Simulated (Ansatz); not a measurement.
The system is Ti2C.

```
Ti C
1.0
     1.54070    0.88952    4.81377
    -1.54070    0.88952    4.81377
     0.00000   -1.77905    4.81377
Ti C
2 1
Cartesian
  0.0000 0.0000 10.8960
  0.0000 0.0000 3.5453
  0.0000 0.0000 7.2207
```

The cell comes from a database or a generator and needn't be the stable form of this composition.

Base run:

```yaml
Program: Ansatz 0.2.0
Functional: PBEsol
Potentials_or_basis: all-electron LAPW, scalar-relativistic
Cutoff: 297 eV (chosen from the basis error)
Basis_error_allowed: 0.002 eV/atom
k_mesh: 10 × 10 × 10
Occupations: fermi-dirac, width 0.05 eV
Spin: no spin polarisation
```

Its results: pressure -4.7 GPa; largest force 0.188 eV/Å.

Q: The run is repeated on the same cell with these changes: potentials or basis from all-electron LAPW, scalar-relativistic to all-electron LAPW, non-relativistic. What comes out?

A: Pressure -4.0 GPa; largest force 0.163 eV/Å.
